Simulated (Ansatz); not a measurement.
Ag:

```
CELL_PARAMETERS angstrom
0.00000 2.04275 2.04275
2.04275 0.00000 2.04275
2.04275 2.04275 0.00000
ATOMIC_POSITIONS crystal
Ag 0.00000 0.00000 0.00000
```

Base run:

* Program: Ansatz 0.2.0
* Functional: LDA
* Potentials or basis: all-electron LAPW, scalar-relativistic
* Cutoff: 240 eV (chosen from the basis error)
* Basis error allowed: 0.001 eV/atom
* k mesh: 11 × 11 × 11
* Occupations: fermi-dirac, width 0.05 eV
* Spin: no spin polarisation

Its results: pressure -7.6 GPa.

Question: The run is repeated on the same cell with these changes: functional from LDA to PBE. What comes out?

Answer: Pressure 4.4 GPa.

PBE binds less tightly than LDA, so the same cell stands under more pressure.
